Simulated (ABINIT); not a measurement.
Runs of ABINIT 10.8.3 (patched build) on MnS. It takes space group F-43m (No. 216, cubic). The conventional cell has a = 4.947 Å, b = 4.947 Å, c = 4.947 Å, α = 90.00°, β = 90.00°, γ = 90.00°. Mn (site symmetry -43m) is surrounded by 4 S at 2.14 Å. S (site symmetry -43m) has 4 Mn at 2.14 Å as nearest neighbours. The cell is a database's computed one.

```csv
task,level,potentials or basis,k mesh,cutoff (eV),stop of the response cycle (tolvrs),acoustic sum rule (asr),bands in the sums,broadening (eV),scissor shift (eV),gap on the mesh (eV),pressure (GPa),moment (μB)
phonons,PBEsol,PseudoDojo NC SR PBEsol v0.4.1 standard,"4 × 4 × 4, with 4 shifts",1143,1e-08,2,-,-,-,-,-4.3,0.34
single point,PBEsol,PseudoDojo NC SR PBEsol v0.4.1 standard,7 × 7 × 7,1143,-,-,-,-,-,none,-4.2,0.30
single point,LDA,PseudoDojo NC SR LDA v0.4.1 standard,7 × 7 × 7,1252,-,-,-,-,-,none,-7.1,(a)
phonons,LDA,PseudoDojo NC SR LDA v0.4.1 standard,"4 × 4 × 4, with 4 shifts",1252,1e-08,2,-,-,-,-,-7.1,0.33
optical spectrum,PBEsol,PseudoDojo NC SR PBEsol v0.4.1 standard,"6 × 6 × 6, with 4 shifts",1143,-,-,18,0.05,0,-,-4.3,0.30
```

Alike in all rows: spin collinear, ferromagnetic start; cell as given; smearing fermi-dirac 0.05 eV.

**Question.** Estimate the missing entries.

**Answer.** (a) 0.24.

Caveats: the moment fell far below its start of 4 μB, so a state of higher moment may lie lower in energy; the mesh is coarse for a metal's response (some runs); the cell is more than 3 GPa from zero pressure, which shifts response properties (some runs); semilocal functionals often make such compounds metallic where correlation or magnetic order opens a gap, which also shifts bond lengths (some runs); this build's spin-polarised response under this functional may be imprecise (some runs); the intraband (Drude) term is left out (some runs); spectra need much finer meshes, so this one isn't converged (some runs).

A k mesh can miss the band edges.

A gap of «none» marks a metal or a gap under the smearing width.

Not every run made on this cell is shown here.
